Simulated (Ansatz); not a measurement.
## Tc under changes of volume

One of the cells (14.297 Å³/atom); the others are scaled copies at fixed shape and fractional positions:

```
Tc
1.0
     2.74000    0.00000    0.00000
    -1.37000    2.37291    0.00000
     0.00000    0.00000    4.39800
Tc
2
Direct
  0.66667 0.33333 0.75000
  0.33333 0.66667 0.25000
```

```yaml
Program: Ansatz 0.2.0
Functional: PBE
Potentials_or_basis: Ansatz PAW earlier set
Cutoff: "500 eV (not typed: the program's choice for these potentials)"
k_mesh: 11 × 11 × 6
Occupations: fermi-dirac, width 0.05 eV
Spin: no spin polarisation
```

```tsv
volume (Å³/atom)	energy over the lowest point (meV/atom)	pressure (GPa)
13.440	71.54	25.1
13.726	34.31	16.9
14.011	10.94	9.5
14.297	0.00	2.9
14.583	?	?
14.869	10.47	-8.3
15.155	29.69	-13.0
```

Problem. What does the run at 14.583 Å³/atom give?

Solution. Energy over the lowest point 0.23 meV/atom; pressure -3.0 GPa.

Worked out: A Birch-Murnaghan fit of order 3 (a polynomial in V^(-2/3)) to the other rows has its minimum at 14.43 Å³/atom with B0 = V·E''(V) = 300 GPa and B' = 4.5 at fixed shape and positions, which overstates the stiffness. It gives 0.22 meV/atom at 14.583 Å³/atom, against the run's 0.23, and -dE/dV = -3.0 GPa, against -3.0.

Energies are extrapolated to zero smearing.
